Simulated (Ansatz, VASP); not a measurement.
One calculation of AlN, two programs

```
CELL_PARAMETERS angstrom
3.09860 0.00000 0.00000
-1.54930 2.68347 0.00000
0.00000 0.00000 5.21760
ATOMIC_POSITIONS crystal
Al 0.33333 0.66667 0.00536
Al 0.66667 0.33333 0.50536
N 0.33333 0.66667 0.37964
N 0.66667 0.33333 0.87964
```

Alike in both runs: functional PBE; k mesh 9 × 9 × 6; occupations gaussian, width 0.05 eV; no spin polarisation.

Ansatz relaxed the structure, and its values are those at the end. VASP's run is a single point on that final structure, the one shown.

```csv
,VASP,Ansatz
version,VASP 6.6.1,Ansatz 0.2.0
potentials or method,"VASP PAW PBE potentials, release 64 (Al, N)","scalar-relativistic, plane waves, PAW"
plane-wave cutoff (eV),520,520
valence electrons in the cell,16,16
```

|  | VASP | Ansatz | Ansatz less VASP |
| --- | --- | --- | --- |
| gap on the k mesh at the Fermi level (eV) | 3.85 | 3.85 | -0.006 |
| least direct gap on the mesh (eV) | 3.85 | 3.85 | -0.006 |
| pressure (GPa) | -3.3 | -3.1 | +0.18 |

Ansatz warned: «stress_scf_threshold_loose».

A hybrid or GW would open this gap; PBE tends to underestimate it.
